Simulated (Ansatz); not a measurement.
# C: the cost of one run

Program: Ansatz 0.2.0. Level of theory: DFT PBE+D3(BJ), scalar-relativistic, plane waves, PAW. These are calculated values, not measurements.

1 further run of the same task is left out (it didn't finish).

### 1 The system as given

It takes space group P-3m1 (No. 164, trigonal). Conventional cell: a = 2.456 Å, b = 2.456 Å, c = 24.134 Å, α = 90.00°, β = 90.00°, γ = 120.00°. C (site symmetry 3m) is surrounded by 3 C at 1.42 Å.

Structure file:

```cif
data_structure
_symmetry_space_group_name_H-M 'P 1'
_symmetry_Int_Tables_number 1
_cell_length_a 2.4562
_cell_length_b 2.4562
_cell_length_c 24.1340
_cell_angle_alpha 90.000
_cell_angle_beta 90.000
_cell_angle_gamma 120.000
_cell_volume 126.09
loop_
_atom_site_label
_atom_site_type_symbol
_atom_site_fract_x
_atom_site_fract_y
_atom_site_fract_z
_atom_site_occupancy
C1 C 0.00000 0.00000 0.57047 1
C2 C 0.00000 0.00000 0.42953 1
C3 C 0.33333 0.66667 0.42952 1
C4 C 0.66667 0.33333 0.57048 1
```

The structure comes from the Materials Project (structure only).

(A quick probe on a coarse mesh, which set the mesh and smearing, is not shown.)

### 3 Relaxing cell and atoms

File input.yaml:

```yaml
crystal:
  lattice:
    - [2.456227506, 0.0, 0.0]
    - [-1.228113753, 2.1271554177, 0.0]
    - [0.0, 0.0, 24.1339601687]
  atoms:
    - { symbol: C, position: [0.0, 0.0, 0.57046877] }
    - { symbol: C, position: [0.0, 0.0, 0.42953123] }
    - { symbol: C, position: [0.33333333, 0.66666667, 0.42952456] }
    - { symbol: C, position: [0.66666667, 0.33333333, 0.57047544] }
basis:
  ecutwfc: 520.0
kpoints:
  mp_grid: { grid: [21, 21, 2] }
hamiltonian:
  xc: pbe
  pseudopotentials: { kind: paw, azcp: { folder: soft_1 } }
  dispersion: d3bj
scf:
  occupations: { method: gaussian, width: 0.1 }
output:
  forces: true
  stress: true
  eigenvalues: true
relax:
  adjacent_minimum: "off"
  f_tol: 0.005
  max_steps: 80
  cell: { stress_tol: 0.05 }
```

The run is started by

```
> ansatz run input.yaml --threads 4 --pin off --max-ram 8192MiB --backend cpu --events-out ev --progress --plain --runs-dir out
```

What time and memory should one allow on 4 threads of Arm Neoverse V2, shared host?

About 24 s, with a peak of 0.55 GiB.
